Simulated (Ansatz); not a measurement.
Clusters are cut from relaxed bulk InAs (F-43m, 28.20 Å³/atom, gap on the mesh 0.00 eV) and relaxed in a periodic box with vacuum; the excess energy counts from that bulk. Caps count from half an H2 molecule.

Level of theory: DFT PBEsol, scalar-relativistic, plane waves, PAW (Ansatz 0.2.0).

Cutoff 420 eV, Gaussian smearing of 0.05 eV, energies at zero smearing, symmetry of each start kept, no spin polarisation.

```json
{"start": "In2As2H10, sphere cut", "atoms": "14", "k mesh": "1×1×1", "excess energy (eV per host atom)": "1.015", "gap on the mesh (eV)": "4.20", "highest filled level or Fermi level under vacuum (eV)": "6.21"}
{"start": "In4As4H16, sphere cut", "atoms": "24", "k mesh": "1×1×1", "excess energy (eV per host atom)": "0.803", "gap on the mesh (eV)": "3.89", "highest filled level or Fermi level under vacuum (eV)": "6.14"}
{"start": "As5In5H18, sphere cut", "atoms": "28", "k mesh": "1×1×1", "excess energy (eV per host atom)": "0.716", "gap on the mesh (eV)": "3.84", "highest filled level or Fermi level under vacuum (eV)": "6.09"}
```

Each run keeps its start's symmetry and one magnetic start, so lower states can exist.

Cost: 3 runs of about 27 core-minutes in all, on Arm Neoverse V1 (shared hosts).